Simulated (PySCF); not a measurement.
# C5H6N+: fields and orbitals

For C5H6N+, the scripts below see where an electron leaves and enters, measure its response to a uniform field and localise its valence orbitals.

The runs use PySCF 2.14.0; levels as typed in each script, gas phase, geometry from GFN2-xTB.

### Step 1. Where the work starts

SMILES `c1cc[nH+]cc1`, 12 atoms, charge 1, spin multiplicity 1.

Bond lengths: C1–C2 1.391 Å, C1–C6 1.391 Å, C1–H7 1.080 Å, C2–C3 1.381 Å, C2–H8 1.079 Å, C3–N4 1.337 Å, C3–H9 1.080 Å, N4–C5 1.337 Å, N4–H10 1.019 Å, C5–C6 1.381 Å, C5–H11 1.080 Å, C6–H12 1.079 Å. Angles: C2–C1–C6 119.4°, C2–C1–H7 120.3°, C6–C1–H7 120.3°, C1–C2–C3 119.1°, C1–C2–H8 121.0°, C3–C2–H8 119.9°, C2–C3–N4 119.9°, C2–C3–H9 122.2°, N4–C3–H9 117.9°, C3–N4–C5 122.5°, C3–N4–H10 118.7°, C5–N4–H10 118.7°, N4–C5–C6 119.9°, N4–C5–H11 117.9°, C6–C5–H11 122.2°, C1–C6–C5 119.1°, C1–C6–H12 121.0°, C5–C6–H12 119.9°.

Geometry (Å):

```
C     1.41539   -0.00646    0.00000
C     0.70790   -1.20459    0.00000
C    -0.67222   -1.16896    0.00000
N    -1.30927    0.00600    0.00000
C    -0.66097    1.17537    0.00000
C     0.71942    1.19775    0.00000
H     2.49493   -0.01147    0.00000
H     1.22121   -2.15313    0.00000
H    -1.27098   -2.06809    0.00000
H    -2.32809    0.01055    0.00000
H    -1.25108    2.08020    0.00000
H     1.24182    2.14133    0.00000
```

### Step 2. Removing and adding an electron (B3LYP/def2-svp)

Contents of input.py:

```python
import numpy as np
from pyscf import gto, scf, dft
from pyscf.scf import atom_ks, atom_hf
from scipy.linalg import block_diag

def solve(mol, dm0=None, hcore=None):
    mf = (dft.UKS if mol.spin else dft.RKS)(mol, xc='b3lyp')
    mf.grids.level = 3
    mf = mf.density_fit(auxbasis='def2-universal-jkfit')
    mf.conv_tol, mf.max_cycle = 1e-8, 80
    if hcore is not None:
        mf.get_hcore = lambda *args: hcore
    mf.kernel(dm0)
    if not mf.converged:
        mf = mf.newton().run(mf.mo_coeff, mf.mo_occ, max_cycle=30)
    assert mf.converged, 'SCF not converged'
    return mf

mol = gto.M(atom='''
C      1.41539    -0.00646     0.00000
C      0.70790    -1.20459     0.00000
C     -0.67222    -1.16896     0.00000
N     -1.30927     0.00600     0.00000
C     -0.66097     1.17537     0.00000
C      0.71942     1.19775     0.00000
H      2.49493    -0.01147     0.00000
H      1.22121    -2.15313     0.00000
H     -1.27098    -2.06809     0.00000
H     -2.32809     0.01055     0.00000
H     -1.25108     2.08020     0.00000
H      1.24182     2.14133     0.00000
''', basis='def2-svp', charge=1, spin=0, verbose=4)
mf = solve(mol)
out = dict(e0=mf.e_tot, dm0=mf.make_rdm1(), c=mf.mo_coeff, occ=mf.mo_occ, eps=mf.mo_energy)
for name, dq, spin in [('cation', 1, 1), ('anion', -1, 1)]:
    ion = mol.copy().set(charge=mol.charge + dq, spin=spin).build()
    mi = solve(ion)
    if spin and dq > 0 and mol.nao < 130:
        c, _, stable, _ = mi.stability(return_status=True)
        if not stable:
            mi = solve(ion, mi.make_rdm1(c, mi.mo_occ))
    print(name, 'vertical energy change / eV', (mi.e_tot - mf.e_tot) * 27.211386)
    out.update({'e_' + name: mi.e_tot, 'dm_' + name: mi.make_rdm1(), 's2_' + name: mi.spin_square()[0], 'eps_' + name: mi.mo_energy, 'occ_' + name: mi.mo_occ})
# spherically averaged free atoms, for the promolecule
atm = atom_ks.get_atm_nrks(mol, xc='b3lyp')
pro = block_diag(*[(atm[a[0]][2] * atm[a[0]][3]) @ atm[a[0]][2].T for a in mol._atom])
np.savez('result.npz', pro=pro, **out)
```

Started as:

```bash
$ OMP_NUM_THREADS=1 python input.py
```

### Step 4. Response to an electric field (PBE0/6-311+g**)

Contents of input.py:

```python
import numpy as np
from pyscf import gto, scf, dft
from pyscf.scf import atom_ks, atom_hf
from scipy.linalg import block_diag

def solve(mol, dm0=None, hcore=None):
    mf = (dft.UKS if mol.spin else dft.RKS)(mol, xc='pbe0')
    mf.grids.level = 3
    mf = mf.density_fit(auxbasis='def2-universal-jkfit')
    mf.conv_tol, mf.max_cycle = 1e-8, 80
    if hcore is not None:
        mf.get_hcore = lambda *args: hcore
    mf.kernel(dm0)
    if not mf.converged:
        mf = mf.newton().run(mf.mo_coeff, mf.mo_occ, max_cycle=30)
    assert mf.converged, 'SCF not converged'
    return mf

mol = gto.M(atom='''
C      1.41539    -0.00646     0.00000
C      0.70790    -1.20459     0.00000
C     -0.67222    -1.16896     0.00000
N     -1.30927     0.00600     0.00000
C     -0.66097     1.17537     0.00000
C      0.71942     1.19775     0.00000
H      2.49493    -0.01147     0.00000
H      1.22121    -2.15313     0.00000
H     -1.27098    -2.06809     0.00000
H     -2.32809     0.01055     0.00000
H     -1.25108     2.08020     0.00000
H      1.24182     2.14133     0.00000
''', basis='6-311+g**', charge=1, spin=0, verbose=4)
field = np.array([-0.008, -0.0, -0.0])  # atomic units
mol.set_common_orig(mol.atom_charges() @ mol.atom_coords() / mol.atom_charges().sum())
mf = solve(mol)
out = dict(dm0=mf.make_rdm1(), d0=mf.dip_moment(unit='AU'), e0=mf.e_tot)
for name, sign in (('p', 1), ('m', -1)):
    h = mf.get_hcore() + sign * np.einsum('x,xij->ij', field, mol.intor('int1e_r'))
    mi = solve(mol, mf.make_rdm1(), h)
    out.update({'dm' + name: mi.make_rdm1(), 'd' + name: mi.dip_moment(unit='AU'), 'e' + name: mi.e_tot})
# spherically averaged free atoms, for the promolecule
atm = atom_ks.get_atm_nrks(mol, xc='pbe0')
pro = block_diag(*[(atm[a[0]][2] * atm[a[0]][3]) @ atm[a[0]][2].T for a in mol._atom])
np.savez('result.npz', pro=pro, **out)
```

### Step 6. Localised orbitals (LDA (SVWN)/cc-pvdz)

Contents of input.py:

```python
import numpy as np
from pyscf import gto, scf, dft, lo
from pyscf.data.elements import chemcore

def solve(mol, dm0=None, hcore=None):
    mf = (dft.UKS if mol.spin else dft.RKS)(mol, xc='svwn')
    mf.grids.level = 3
    mf = mf.density_fit(auxbasis='def2-universal-jkfit')
    mf.conv_tol, mf.max_cycle = 1e-8, 80
    if hcore is not None:
        mf.get_hcore = lambda *args: hcore
    mf.kernel(dm0)
    if not mf.converged:
        mf = mf.newton().run(mf.mo_coeff, mf.mo_occ, max_cycle=30)
    assert mf.converged, 'SCF not converged'
    return mf

mol = gto.M(atom='''
C      1.41539    -0.00646     0.00000
C      0.70790    -1.20459     0.00000
C     -0.67222    -1.16896     0.00000
N     -1.30927     0.00600     0.00000
C     -0.66097     1.17537     0.00000
C      0.71942     1.19775     0.00000
H      2.49493    -0.01147     0.00000
H      1.22121    -2.15313     0.00000
H     -1.27098    -2.06809     0.00000
H     -2.32809     0.01055     0.00000
H     -1.25108     2.08020     0.00000
H      1.24182     2.14133     0.00000
''', basis='cc-pvdz', charge=1, spin=0, verbose=4)
mf = solve(mol)
occ_all = mf.mo_coeff[:, mf.mo_occ > 0]
occ = occ_all[:, chemcore(mol):]
loc = lo.ibo.ibo(mol, occ, iaos=lo.iao.iao(mol, occ_all))
fock, s = mf.get_fock(), mf.get_ovlp()
ortho = lo.orth_ao(mol, 'meta_lowdin')
ortho = lo.vec_lowdin(lo.iao.iao(mol, occ_all), s)
labels = lo.iao.reference_mol(mol).ao_labels(fmt=None)
vir = lo.vvo.livvo(mol, occ_all, mf.mo_coeff[:, mf.mo_occ == 0])
both = np.hstack([loc, vir])
p = (ortho.T @ s @ both) ** 2
pop = np.array([p[[l[0] == a for l in labels]].sum(0) for a in range(mol.natm)])
spd = np.array([[p[[l[0] == a and l[2][-1] == k for l in labels]].sum(0) for k in 'spd'] for a in range(mol.natm)])
eps = np.einsum('pi,pq,qi->i', both, fock, both)
for i in np.argsort(eps):
    top = np.argsort(-pop[:, i])[:3]
    print('%3d %s %9.4f Eh ' % (i + 1, 'occ' if i < loc.shape[1] else 'vir', eps[i]), '  '.join('%s%d %.3f' % (mol.atom_symbol(a), a + 1, pop[a, i]) for a in top))
np.savez('result.npz', c=both, nocc=loc.shape[1], pop=pop, spd=spd, eps=eps, e=mf.e_tot)
```

(Steps that only read results are left out.)

Q: Predict the outcome of this session. Wanted: vertical ionisation energy; vertical electron affinity; polarisability along the field.

As calculated:

```
                                                     quantity       value
                  vertical ionisation energy (B3LYP/def2-svp)    15.61 eV
                  vertical electron affinity (B3LYP/def2-svp)     4.88 eV
              polarisability along the field (PBE0/6-311+g**)  64.2 bohr³
localised occupied orbitals above −45 eV (LDA (SVWN)/cc-pvdz)          15
```

The ionisation energy from two SCF runs, 15.61 eV, lies 2.4 eV above −ε(HOMO) = 13.23 eV of the same level, B3LYP/def2-svp, since self-interaction lifts this functional's HOMO. The geometry was not optimised at these levels.
